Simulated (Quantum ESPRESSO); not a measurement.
## PbSe (Clausthalite): band structure with PBE

**Experimental background.**

From a printed reference work, monograph, for a bulk crystal of PbSe at 300 K: band gap 0.28 eV (direct).

The system is PbSe (Clausthalite).

```
CELL_PARAMETERS angstrom
0.00000 3.06065 3.06065
3.06065 0.00000 3.06065
3.06065 3.06065 0.00000
ATOMIC_POSITIONS crystal
Pb 0.00000 0.00000 0.00000
Se 0.50000 0.50000 0.50000
```

```json
{"Program": "Quantum ESPRESSO 7.5", "Task": "band structure", "Functional": "PBE", "Potentials or basis": "PseudoDojo 0.4 FR PBE standard", "Cutoff": "1170 eV", "Density cutoff": "4680 eV", "k mesh": "8 × 8 × 8", "Occupations": "fermi-dirac, width 0.05 eV", "Spin": "spin-orbit coupling, no magnetisation", "Mixing beta": "0.5", "Most SCF iterations": "120", "SCF threshold": "4e-10 Ry"}
```

```yaml
Pressure: 2.1 GPa
Band_gap_on_the_k_mesh: 0.20 eV, direct
Band_gap_along_the_path: 0.20 eV, direct
```

Levels at the corners of the path, in eV from the valence-band top:
```csv
point,band 28,band 29,band 30,band 31,band 32,band 33
Γ,-1.54,-1.54,-1.54,3.25,3.25,5.61
X,-3.35,-2.86,-2.86,3.92,3.92,4.74
W,-4.00,-0.64,-0.64,1.85,1.85,5.04
K,-2.71,-2.15,-2.15,3.17,3.17,4.29
Γ,-1.54,-1.54,-1.54,3.25,3.25,5.61
L,-1.22,0.00,0.00,0.20,0.20,1.57
U,-2.71,-2.15,-2.15,3.17,3.17,4.29
W,-4.00,-0.64,-0.64,1.85,1.85,5.04
L,-1.22,0.00,0.00,0.20,0.20,1.57
K,-2.71,-2.15,-2.15,3.17,3.17,4.29
U,-2.71,-2.15,-2.15,3.17,3.17,4.29
X,-3.35,-2.86,-2.86,3.92,3.92,4.74
```

It took 7.1 min on 1 thread of Intel(R) Xeon(R) Platinum 8488C (Sapphire Rapids), with other jobs on the host, peak memory 0.49 GiB.

Against the measured gap of PbSe, 0.28 eV (direct; 300 K; a printed reference work, monograph), the calculated 0.20 eV is off by -0.08 eV. 2 values of this kind are on record (0.15 to 0.28 eV); this one was drawn at random. The value is that of PBE, without temperature or zero-point motion. Semilocal functionals fall short of measured gaps as a rule.

Caveat: some levels on the path didn't converge.
